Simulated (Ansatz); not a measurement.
Crystal: Ga.

```
Ga
1.0
     2.26150   -3.83050    0.00000
     2.26150    3.83050    0.00000
     0.00000    0.00000    4.52400
Ga
4
Cartesian
  2.2615 1.1867 1.8956
  2.2615 2.6438 4.1576
  2.2615 -1.1867 2.6284
  2.2615 -2.6438 0.3664
```

Base run:

```yaml
Program: Ansatz 0.2.0
Functional: PBEsol
Potentials_or_basis: Ansatz PAW
Cutoff: 420 eV
Density_cutoff: 1680 eV
k_mesh: 7 × 7 × 6
Occupations: fermi-dirac, width 0.05 eV
Spin: no spin polarisation
```

Its results: band gap on the k mesh none (metal or under the smearing width); pressure -1.6 GPa; largest force 0.125 eV/Å.

**Question.** The run is repeated on the same cell with these changes: functional from PBEsol to PBE. What comes out?

**Answer.** Band gap on the k mesh none (metal or under the smearing width); pressure 1.9 GPa; largest force 0.105 eV/Å.

PBE binds less tightly than PBEsol, so the same cell stands under more pressure.

Caveats: the PAW data sets come from PBE, with cores solved anew for the run's functional, which leaves a small shift of forces and pressure (some runs).

Not every run made on this cell is shown here.
